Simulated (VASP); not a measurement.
# Ir in VASP: relaxation of the atoms with PBE

Aim: the relaxation of the atoms of Ir with PBE.

All numbers are computed with VASP 6.6.1; they aren't measurements. Logs are shortened: lines on timing, memory, paths and dates and some standing lists are left out, and cuts for length are marked.

## Step 1: Starting point

The cell holds a slab with vacuum, 1 atom: a = 2.719 Å, b = 2.719 Å, c = 21.245 Å, α = 90.00°, β = 90.00°, γ = 120.00°.

The cell was built by a generator and needn't be a form met in nature.

## Step 2: Relaxation of the atoms, PBE

File INCAR:

```
  PREC = Accurate
  ENCUT = 520
  EDIFF = 1E-6
  ISMEAR = 1
  SIGMA = 0.1
  LREAL = False
  LASPH = True
  NELM = 120
  ALGO = Normal
  ISIF = 2
  LWAVE = False
  LCHARG = False
  LDIPOL = True
  IDIPOL = 3
  DIPOL = 0.5 0.5 0.500
  GGA = PE
  IBRION = 2
  NSW = 90
  EDIFFG = -0.02
  KPAR = 2
```

File KPOINTS:

```
regular mesh
0
Gamma
  14 14 1
```

File POSCAR:

```
Ir
1.0
    2.7193470000      0.0000000000      0.0000000000
   -1.3596735000      2.3550235400      0.0000000000
    0.0000000000      0.0000000000     21.2445491100
Ir
1
Direct
    0.6666670000      0.3333330000      0.5000000000
```

Potentials or basis: VASP PAW PBE potentials, release 64 (Ir).

The run is started by

```sh
$ cat potpaw_PBE.64/Ir/POTCAR > POTCAR
$ mpirun -np 2 vasp_std > vasp.out
```

OUTCAR:

```text
PREC = Accurate
   ENCUT = 520
   EDIFF = 1E-6
   ISMEAR = 1
   LREAL = False
   LASPH = True
   NELM = 120
   ISIF = 2
   GGA = PE
   IBRION = 2
   NSW = 90
   EDIFFG = -0.02

 ion  position               nearest neighbor table
   1  0.667  0.333  0.500-

  LATTYP: Found a hexagonal cell.
 ALAT       =     2.7193470000
 C/A-ratio  =     7.8123715399

  Lattice vectors:

 A1 = (   2.7193470000,   0.0000000000,   0.0000000000)
 A2 = (  -1.3596735000,   2.3550235400,   0.0000000000)
 A3 = (   0.0000000000,   0.0000000000,  21.2445491100)

Analysis of symmetry for initial positions (statically):
=====================================================================
 Subroutine PRICEL returns:
 Original cell was already a primitive cell.

 Routine SETGRP: Setting up the symmetry group for a
 hexagonal supercell.

 Subroutine GETGRP returns: Found 24 space group operations
 (whereof 12 operations were pure point group operations)
 out of a pool of 24 trial point group operations.

The static configuration has the point symmetry D_3h.
 The point group associated with its full space group is D_6h.

Analysis of symmetry for dynamics (positions and initial velocities):
=====================================================================
 Subroutine PRICEL returns:
 Original cell was already a primitive cell.

 Routine SETGRP: Setting up the symmetry group for a
 hexagonal supercell.

 Subroutine GETGRP returns: Found 24 space group operations
 (whereof 12 operations were pure point group operations)
 out of a pool of 24 trial point group operations.

The dynamic configuration has the point symmetry D_3h.
 The point group associated with its full space group is D_6h.

 Subroutine INISYM returns: Found 24 space group operations
 (whereof 12 operations are pure point group operations),
 and found     1 'primitive' translations

----------------------------------------------------------------------------------------

                                     Primitive cell

  volume of cell :     136.0528

  direct lattice vectors                    reciprocal lattice vectors
     2.719347000  0.000000000  0.000000000     0.367735342  0.212312103  0.000000000
    -1.359673500  2.355023540  0.000000000     0.000000000  0.424624206  0.000000000
     0.000000000  0.000000000 21.244549110     0.000000000  0.000000000  0.047070898

  length of vectors
[... 90 lines left out ...]
   NELECT =       9.0000    total number of electrons
   NUPDOWN=      -1.0000    fix difference up-down
   EMIN   =  10.00;   EMAX   =-10.00  energy-range for DOS
   EFERMI =   0.00;   METHOD = LEGACY
   ISMEAR =     1;   SIGMA  =   0.10  broadening in eV -4-tet -1-fermi 0-gaus
   EFERMI_NEDOS =   21; number of points for ismear=-14 and -15
   IALGO  =     38    algorithm
   IMIX   =      4    mixing-type and parameters
     AMIX     =   0.40;   BMIX     =  1.00
     AMIX_MAG =   1.60;   BMIX_MAG =  1.00
  volume/ion in A,a.u.               =     136.05       918.13
  Fermi-wavevector in a.u.,A,eV,Ry     =   0.662094  1.251177  5.964371  0.438369
  Thomas-Fermi vector in A             =   1.735057
   LORBIT       =      0    0 simple, 1 ext, 2 COOP (PROOUT), +10 PAW based schemes
   GGA     = PE    functional components
   LHFCALC =     F    Hartree Fock is set to
   AEXX    =    0.0000 exact exchange contribution
   IVDW    =     0    specifies the selected vdW correction
   LEPSILON=     F    determine dielectric tensor
   LRPA    =     F    only Hartree local field effects (RPA)
 conjugate gradient relaxation of ions
 non-spin polarized calculation
 Methfessel and Paxton  Order N= 1 SIGMA  =   0.10
  energy-cutoff  :      520.00
  volume of cell :      136.05
 maximum number of plane-waves:      3709
   NGX = 11   NGY = 11   NGZ = 79

 dipolmoment           0.000000      0.000000     -0.000000 electrons x Angstroem

 number of electron       9.0000002 magnetization

 dipolmoment           0.000000      0.000000      0.000000 electrons x Angstroem

 Free energy of the ion-electron system (eV)
  ---------------------------------------------------
  ext. energy  EPLUGINS =         0.00000000
  ---------------------------------------------------
  free energy    TOTEN  =        -6.83915994 eV

  energy without entropy =       -6.83100146  energy(sigma->0) =       -6.83644045

 E-fermi :  -4.8229     XC(G=0):  -2.3772

 val. band max:       -4.8260140897   @ k =   0.2143   0.1429   0.0000
 cond. band min:      -4.8135986764   @ k =   0.3571   0.0714   0.0000
 fundamental gap:      0.0124154134
 Fermi energy:        -4.8228670039

 k-point     1 :       0.0000    0.0000    0.0000
  band No.  band energies     occupation
      1     -11.6966      2.00000
      2      -6.9414      2.00000
      3      -6.9414      2.00000
      4      -6.5165      2.00000
      5      -3.9786     -0.00000
      6      -3.9786     -0.00000
      7      -2.9914     -0.00000
      8       1.3544      0.00000
[... 243 lines left out ...]
 k-point    24 :       0.3571    0.2857    0.0000
  band No.  band energies     occupation
      1      -7.7269      2.00000
      2      -7.0319      2.00000
      3      -6.7471      2.00000
      4      -6.4485      2.00000
      5      -4.8116      0.81035
      6       2.1436      0.00000
      7       3.4757      0.00000
      8       5.5644      0.00000

------------------------ aborting loop because EDIFF is reached ----------------------------------------

 vacuum level on the upper side and lower side of the slab       (xc-potential included)        -0.011        -0.011

  FORCE on cell =-STRESS in cart. coord.  units (eV):
  Direction    XX          YY          ZZ          XY          YZ          ZX
  --------------------------------------------------------------------------------------
  -------------------------------------------------------------------------------------
  Total       -4.6429218     -4.6429217     -0.0081537      0.0000000     -0.0000000      0.0000000
  in kB      -54.6757255    -54.6757234     -0.0960195      0.0000000     -0.0000000      0.0000000
  external PRESSURE =     -36.4824895 kB  Pullay stress =       0.0000000 kB

 VOLUME and BASIS-vectors are now :
 -----------------------------------------------------------------------------
  energy-cutoff  :      520.00
  volume of cell :      136.05
      direct lattice vectors                 reciprocal lattice vectors
     2.719347000  0.000000000  0.000000000     0.367735342  0.212312103  0.000000000
    -1.359673500  2.355023540  0.000000000     0.000000000  0.424624206  0.000000000
     0.000000000  0.000000000 21.244549110     0.000000000  0.000000000  0.047070898

 POSITION                                       TOTAL-FORCE (eV/Angst)
 -----------------------------------------------------------------------------------
      1.35967      0.78501     10.62227         0.000000      0.000000      0.000000
 -----------------------------------------------------------------------------------
    total drift:                               -0.000058      0.000034      0.000021

  FREE ENERGIE OF THE ION-ELECTRON SYSTEM (eV)
  ---------------------------------------------------
  free  energy   TOTEN  =        -6.8391599389 eV

  energy  without entropy=       -6.8310014640  energy(sigma->0) =       -6.83644045

 reached required accuracy - stopping structural energy minimisation

 vacuum level on the upper side and lower side of the slab         1.680         1.680
```

CONTCAR:

```text
Ir
   1.00000000000000
     2.7193470000000000    0.0000000000000000    0.0000000000000000
    -1.3596735000000000    2.3550235399999999    0.0000000000000000
     0.0000000000000000    0.0000000000000000   21.2445491100000012
  Ir
     1
Direct
     0.6666669999999968    0.3333330000000032    0.5000000000000000

  0.00000000E+00  0.00000000E+00  0.00000000E+00
```

Wall time 18 s (2 MPI ranks of AMD EPYC 7R13 (Zen 3), shared host); peak memory 0.22 GiB.

What came out:

| Item | Value |
| --- | --- |
| Free energy | -6.8392 eV |
| Band gap on the k mesh | none (metal or under the smearing width) |

Final structure:
```cif
data_structure
_symmetry_space_group_name_H-M 'P 1'
_symmetry_Int_Tables_number 1
_cell_length_a 2.7193
_cell_length_b 2.7193
_cell_length_c 21.2445
_cell_angle_alpha 90.000
_cell_angle_beta 90.000
_cell_angle_gamma 120.000
_cell_volume 136.05
loop_
_atom_site_label
_atom_site_type_symbol
_atom_site_fract_x
_atom_site_fract_y
_atom_site_fract_z
_atom_site_occupancy
Ir1 Ir 0.66667 0.33333 0.50000 1
```

Levels at points of the mesh, in eV from the Fermi level:
```csv
k point,band 3,band 4,band 5,band 6,band 7,band 8
"(0.00, 0.00, 0.00)",-2.12,-1.69,0.84,0.84,1.83,6.18
"(0.50, 0.00, 0.00)",-0.09,0.06,2.18,2.83,7.58,8.52
```

Caveat: the relaxation stopped at its first step, so nothing moved.
